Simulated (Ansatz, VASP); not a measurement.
Two plane-wave programs on Si

The input INCAR:

```
SYSTEM = Si
PREC = Accurate ; ENCUT = 600
EDIFF = 1E-6 ; ISMEAR = 0
SIGMA = 0.05 ; LREAL = .FALSE.
LASPH = .TRUE. ; NELM = 100
ALGO = Normal ; ISIF = 4
LWAVE = .FALSE. ; LCHARG = .FALSE.
GGA = PS ; IBRION = 2
NSW = 60 ; EDIFFG = -0.01
```

File KPOINTS:

```
regular mesh
0
G
  20 20 10
  0 0 0
```

File POSCAR:

```
Si
1.0
    2.5555211471      0.0000000000      0.0000000000
   -1.2777605735      2.2131462333      0.0000000000
    0.0000000000      0.0000000000      4.3410433046
Si
2
Direct
    0.3333333333      0.6666666667      0.2500000000
    0.6666666667      0.3333333333      0.7500000000
```

Input for Ansatz:

```yaml
crystal:
  lattice:
    - [2.5555211471, 0.0, 0.0]
    - [-1.2777605735, 2.2131462333, 0.0]
    - [0.0, 0.0, 4.3410433046]
  atoms:
    - { symbol: Si, position: [0.3333333333, 0.6666666667, 0.25] }
    - { symbol: Si, position: [0.6666666667, 0.3333333333, 0.75] }
basis:
  ecutwfc: 420
  ecutrho_ratio: 4
kpoints:
  mp_grid: { grid: [20, 20, 10] }
hamiltonian:
  xc: pbesol
scf:
  occupations: { method: gaussian, width: 0.05 }
output:
  forces: true
  stress: true
  eigenvalues: true
relax:
  f_tol: 0.01
  max_steps: 40
  cell: { stress_tol: 0.1, fix: [volume] }
```

Alike in both runs: task relaxation of shape and atoms at fixed volume; functional PBEsol; k mesh 20 × 20 × 10; occupations gaussian, width 0.05 eV; no spin polarisation.

```csv
,VASP,Ansatz
version,VASP 6.6.1,Ansatz 0.2.0
potentials or method,"VASP PAW PBE potentials, release 64 (Si)","scalar-relativistic, plane waves, PAW"
plane-wave cutoff (eV),600,420
valence electrons in the cell,8,8
```

```tsv
	VASP	Ansatz	Ansatz less VASP
gap on the k mesh at the Fermi level, each at its own relaxed structure (eV)	none	none	-
relaxed volume (Å³/atom)	12.28	12.28	0.000
relaxed cell length with the largest relative difference (Å)	4.334	4.334	-0.0001
```

A gap of «none» marks a metal or a gap that the smearing closes.

Caveats: the PAW data sets were made with another functional, which shifts forces and pressure a little (VASP).
